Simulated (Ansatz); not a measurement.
In:

```xyz
1
Lattice="-1.6255 1.6255 2.4737 1.6255 -1.6255 2.4737 1.6255 1.6255 -2.4737" Properties=species:S:1:pos:R:3 pbc="T T T"
In    0.0000    0.0000    0.0000
```

| Item | Value |
| --- | --- |
| Program | Ansatz 0.2.0 |
| Task | relaxation of cell and atoms |
| Functional | PBEsol |
| Dispersion | D4 |
| Potentials or basis | Ansatz PAW |
| Cutoff | 420 eV (not typed: the program's choice for these potentials) |
| k mesh | 11 × 11 × 11 |
| Occupations | fermi-dirac, width 0.05 eV |
| Spin | no spin polarisation |

At the start: volume 26.14 Å³/atom.

Where does the relaxation end?

It ends after 9 steps and the volume is 24.82 Å³/atom (-5.1 %); space group I4/mmm (No. 139, to 0.05 Å).

Step by step:
```
step  energy change (eV)  largest force (eV/Å)  volume (Å³)
   1              0.0000                0.0000        26.14
   2             -0.0100                0.0000        24.92
   3             -0.0109                0.0000        24.77
   4             -0.0112                0.0000        24.78
   5             -0.0116                0.0000        24.82
   6             -0.0118                0.0000        24.82
   7             -0.0115                0.0000        24.82
   8             -0.0115                0.0000        24.82
   9             -0.0115                0.0000        24.82
```

Final structure:
```
In
1.0
    -1.61550    1.61550    2.37742
     1.61550   -1.61550    2.37742
     1.61550    1.61550   -2.37742
In
1
Direct
  0.00000 0.00000 0.00000
```

Caveat: the plane-wave basis is chosen anew once the cell has moved, so the energies of steps on either side of that aren't comparable; pairwise dispersion overbinds metals, which lowers pressure and volume; the PAW data sets come from PBE, with cores solved anew for the run's functional, which leaves a small shift of forces and pressure.
